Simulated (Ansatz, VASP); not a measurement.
# Cross-check of GaP (GaP (F-43m)) between VASP and Ansatz, part 3 of 3

Wanted: the spread between two codes on one cell, functional and k mesh. The cell is taken from a series of runs on this material, whose earlier steps may have relaxed, scaled, displaced or heated it; both programs get it as it stands.

VASP 6.6.1 and Ansatz 0.2.0.

So far, gap on the k-mesh: step 4 (comparison) 1.46; step 7 (band structure, GaP (F-43m), smearing Gaussian) 1.70.

## 9. VASP: single point, PBEsol, pair 3

Level of this step: PBEsol; plane waves and PAW (P, Ga_d) (VASP).

The same cell, functional and mesh now go to VASP, with its own data sets.

Contents of INCAR:

```
SYSTEM = GaP
PREC = Accurate
ENCUT = 400
EDIFF = 1E-06
NELM = 120
ISMEAR = 0
SIGMA = 0.01
LREAL = .FALSE.
ALGO = Normal
GGA = PS
NBANDS = 44
LORBIT = 11
LWAVE = .FALSE.
LCHARG = .FALSE.
ISIF = 2
ISYM = 2
LASPH = .TRUE.
GGA_COMPAT = .FALSE.
EFERMI = MIDGAP
KPAR = 8
```

Contents of POSCAR:

```
GaP
1.0
    0.0000000000      2.7194432600      2.7194432600
    2.7194432600      0.0000000000      2.7194432600
   10.8777730400     10.8777730400      0.0000000000
P Ga
4 4
Direct
    0.7502800000      0.7502800000      0.1872200000
    0.7502800000      0.7502800000      0.4372200000
    0.7502800000      0.7502800000      0.6872200000
    0.7502800000      0.7502800000      0.9372200000
    0.9997200000      0.9997200000      0.0002800000
    0.9997200000      0.9997200000      0.2502800000
    0.9997200000      0.9997200000      0.5002800000
    0.9997200000      0.9997200000      0.7502800000
```

Contents of KPOINTS:

```
Points of the shifted mesh
72
Reciprocal
 0.0833333333  0.0833333333  0.2500000000 1
 0.0833333333  0.0833333333  0.7500000000 1
 0.0833333333  0.2500000000  0.2500000000 1
 0.0833333333  0.2500000000  0.7500000000 1
 0.0833333333  0.4166666667  0.2500000000 1
 0.0833333333  0.4166666667  0.7500000000 1
 0.0833333333  0.5833333333  0.2500000000 1
 0.0833333333  0.5833333333  0.7500000000 1
 0.0833333333  0.7500000000  0.2500000000 1
 0.0833333333  0.7500000000  0.7500000000 1
 0.0833333333  0.9166666667  0.2500000000 1
 0.0833333333  0.9166666667  0.7500000000 1
 0.2500000000  0.0833333333  0.2500000000 1
 0.2500000000  0.0833333333  0.7500000000 1
 0.2500000000  0.2500000000  0.2500000000 1
 0.2500000000  0.2500000000  0.7500000000 1
 0.2500000000  0.4166666667  0.2500000000 1
 0.2500000000  0.4166666667  0.7500000000 1
 0.2500000000  0.5833333333  0.2500000000 1
 0.2500000000  0.5833333333  0.7500000000 1
 0.2500000000  0.7500000000  0.2500000000 1
 0.2500000000  0.7500000000  0.7500000000 1
 0.2500000000  0.9166666667  0.2500000000 1
 0.2500000000  0.9166666667  0.7500000000 1
 0.4166666667  0.0833333333  0.2500000000 1
 0.4166666667  0.0833333333  0.7500000000 1
 0.4166666667  0.2500000000  0.2500000000 1
 0.4166666667  0.2500000000  0.7500000000 1
 0.4166666667  0.4166666667  0.2500000000 1
 0.4166666667  0.4166666667  0.7500000000 1
 0.4166666667  0.5833333333  0.2500000000 1
 0.4166666667  0.5833333333  0.7500000000 1
 0.4166666667  0.7500000000  0.2500000000 1
 0.4166666667  0.7500000000  0.7500000000 1
 0.4166666667  0.9166666667  0.2500000000 1
 0.4166666667  0.9166666667  0.7500000000 1
 0.5833333333  0.0833333333  0.2500000000 1
 0.5833333333  0.0833333333  0.7500000000 1
 0.5833333333  0.2500000000  0.2500000000 1
 0.5833333333  0.2500000000  0.7500000000 1
 0.5833333333  0.4166666667  0.2500000000 1
 0.5833333333  0.4166666667  0.7500000000 1
 0.5833333333  0.5833333333  0.2500000000 1
 0.5833333333  0.5833333333  0.7500000000 1
 0.5833333333  0.7500000000  0.2500000000 1
 0.5833333333  0.7500000000  0.7500000000 1
 0.5833333333  0.9166666667  0.2500000000 1
 0.5833333333  0.9166666667  0.7500000000 1
 0.7500000000  0.0833333333  0.2500000000 1
 0.7500000000  0.0833333333  0.7500000000 1
 0.7500000000  0.2500000000  0.2500000000 1
 0.7500000000  0.2500000000  0.7500000000 1
 0.7500000000  0.4166666667  0.2500000000 1
 0.7500000000  0.4166666667  0.7500000000 1
 0.7500000000  0.5833333333  0.2500000000 1
 0.7500000000  0.5833333333  0.7500000000 1
 0.7500000000  0.7500000000  0.2500000000 1
 0.7500000000  0.7500000000  0.7500000000 1
 0.7500000000  0.9166666667  0.2500000000 1
 0.7500000000  0.9166666667  0.7500000000 1
 0.9166666667  0.0833333333  0.2500000000 1
 0.9166666667  0.0833333333  0.7500000000 1
 0.9166666667  0.2500000000  0.2500000000 1
 0.9166666667  0.2500000000  0.7500000000 1
 0.9166666667  0.4166666667  0.2500000000 1
 0.9166666667  0.4166666667  0.7500000000 1
 0.9166666667  0.5833333333  0.2500000000 1
 0.9166666667  0.5833333333  0.7500000000 1
 0.9166666667  0.7500000000  0.2500000000 1
 0.9166666667  0.7500000000  0.7500000000 1
 0.9166666667  0.9166666667  0.2500000000 1
 0.9166666667  0.9166666667  0.7500000000 1
```

PAW data sets: P and Ga_d (PBE family, release 64).

Started as:

```sh
$ mpirun -np 8 vasp_std
```

Numbers of over 12 decimals in the logs are rounded to 6 here.

Log:

```text
[banner, memory and clock lines left out]
running    8 mpi-ranks, on    1 nodes
[...]
[... a notice as in an earlier step ...]

 [... a notice as in an earlier step ...]

 LDA part: xc-table for (Slater+PW92), standard interpolation
 POSCAR, INCAR and KPOINTS ok, starting setup
[...]
entering main loop
       N       E                     dE             d eps       ncg     rms          rms(c)
DAV:   1     0.563920415463E+03    0.56392E+03   -0.29007E+04  6760   0.209E+03
DAV:   2     0.493092664984E+02   -0.51461E+03   -0.49966E+03  6800   0.520E+02
DAV:   3    -0.354939247786E+02   -0.84803E+02   -0.81831E+02  7308   0.161E+02
DAV:   4    -0.406778785871E+02   -0.51840E+01   -0.51540E+01  7980   0.400E+01
[...]
DAV:  14    -0.397007965005E+02   -0.23980E-05   -0.30185E-05  6800   0.247E-02    0.825E-03
DAV:  15    -0.397007949159E+02    0.15845E-05   -0.33763E-06  5880   0.805E-03    0.334E-03
DAV:  16    -0.397007949210E+02   -0.50404E-08   -0.23333E-07  3772   0.298E-03
   1 F= -.39700795E+02 E0= -.39700795E+02  d E =0.000000E+00
```

Parts of OUTCAR (step 9):

```text
  Total       -0.2570043     -0.2570043     -0.4040268      0.0324974     -0.1911215     -0.1911215
  in kB       -2.5592989     -2.5592989     -4.0233777      0.3236158     -1.9032254     -1.9032250
  external PRESSURE =      -3.0473252 kB  Pullay stress =       0.0000000 kB

 POSITION                                       TOTAL-FORCE (eV/Angst)
 -----------------------------------------------------------------------------------
      4.07688      4.07688      4.08069         0.044342      0.044342     -0.031475
      6.79632      6.79632      4.08069         0.044342      0.044342     -0.031475
      9.51577      9.51577      4.08069         0.044342      0.044342     -0.031475
     12.23521     12.23521      4.08069         0.044342      0.044342     -0.031475
      2.72173      2.72173      5.43736        -0.044342     -0.044342      0.031475
      5.44117      5.44117      5.43736        -0.044342     -0.044342      0.031475
      8.16061      8.16061      5.43736        -0.044342     -0.044342      0.031475
     10.88006     10.88006      5.43736        -0.044342     -0.044342      0.031475
 -----------------------------------------------------------------------------------
    total drift:                               -0.000446     -0.000446      0.001001

  FREE ENERGIE OF THE ION-ELECTRON SYSTEM (eV)
  ---------------------------------------------------
  free  energy   TOTEN  =       -39.7007949210 eV

  energy  without entropy=      -39.7007949210  energy(sigma->0) =      -39.70079492

[... 3 further parts left out ...]
[key lines of the parts left out:]
E-fermi :   5.3722
```

The run ends at a pressure of -0.30 GPa, with forces up to 0.070 eV/Å.

## 10. Side by side

What differs besides the data sets and the points named for the pairs above, as far as they apply: the cutoff is 600 eV in Ansatz and 400 eV in VASP. Total energies have different zeros and are not compared.

Both answers:

```csv
quantity,Ansatz,VASP,difference
gap on the k mesh (eV),1.704,1.706,-0.002
```

Forces (eV/Å; atoms numbered as in POSCAR):

```
atom         Ansatz x, y, z           VASP x, y, z
  P1   0.044, 0.044, -0.031   0.044, 0.044, -0.031
  P2   0.044, 0.044, -0.031   0.044, 0.044, -0.031
  P3   0.044, 0.044, -0.031   0.044, 0.044, -0.031
  P4   0.044, 0.044, -0.031   0.044, 0.044, -0.031
 Ga5  -0.044, -0.044, 0.031  -0.044, -0.044, 0.031
 Ga6  -0.044, -0.044, 0.031  -0.044, -0.044, 0.031
 Ga7  -0.044, -0.044, 0.031  -0.044, -0.044, 0.031
 Ga8  -0.044, -0.044, 0.031  -0.044, -0.044, 0.031
```

The forces differ by 0.4 meV/Å r.m.s., which is 1.0 % of the r.m.s. force of 0.041 eV/Å (both taken over all components). A gap on the mesh is an upper bound, since the band edges may lie between its points.

## 11. Summary of results

| Item | Value |
| --- | --- |
| difference in gap on the k mesh (single point, PBEsol, pair 1) | -0.0016 eV |
| r.m.s. force difference (single point, PBEsol, pair 2) | 0.26 meV/Å |
| r.m.s. force difference (single point, PBEsol, pair 3) | 0.39 meV/Å |

**Reading.** The r.m.s. force difference is 0.39 meV/Å (single point, PBEsol, pair 3), within the 12 meV/Å picked in this series as the mark of a large difference. VASP runs on this material, other cells of it included, that failed, so that no pair exists: single point, PBEsol (timeout). 1 further run of this series is not shown here. Such differences can come from data sets, numerical settings and the points named under the comparisons, not from the functional's error against experiment.

[Lines on the potential files, build, host, timing and source positions are cut from VASP's logs without a mark.]

[Logs are printed without paths, hosts, clocks, repeated set-up lines and the standing remarks that a program may print on its own settings, such as how far it seeks lower states.]

[Hosts, paths, dates, database ids (printed as entryN), source tags and the programs' standing remarks are cut or masked in the printed files.]
